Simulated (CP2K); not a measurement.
Crystal: CdS (Hawleyite).

```
Cd S
1.0
     4.12455    0.00000    0.00000
     2.06228    3.57197    0.00000
     2.06228    1.19066    3.36768
Cd S
1 1
Direct
  0.00000 0.00000 0.00000
  0.75000 0.75000 0.75000
```

Base run:

- Program: CP2K 2026.2
- Functional: HLE16
- Potentials or basis: POTENTIAL_UZH Cd GTH-PBE-q12, S GTH-PBE-q6; TZVP-MOLOPT-PBE-GTH basis
- Density cutoff: 9184 eV
- k mesh: 8 × 8 × 8
- Occupations: fermi-dirac, width 0.05 eV
- Spin: no spin polarisation

Its results: band gap on the k mesh 2.34 eV, direct; pressure -3.1 GPa.

The run is repeated on the same cell with these changes: functional from HLE16 to r2SCAN. What comes out?

Band gap on the k mesh 1.27 eV, direct; pressure 0.4 GPa.

Caveats: the potentials were made for another functional, which shifts forces and pressure; the basis of atomic orbitals isn't converged, which shifts pressures, moduli and gaps; the potentials were made for a functional far from this one (some runs).
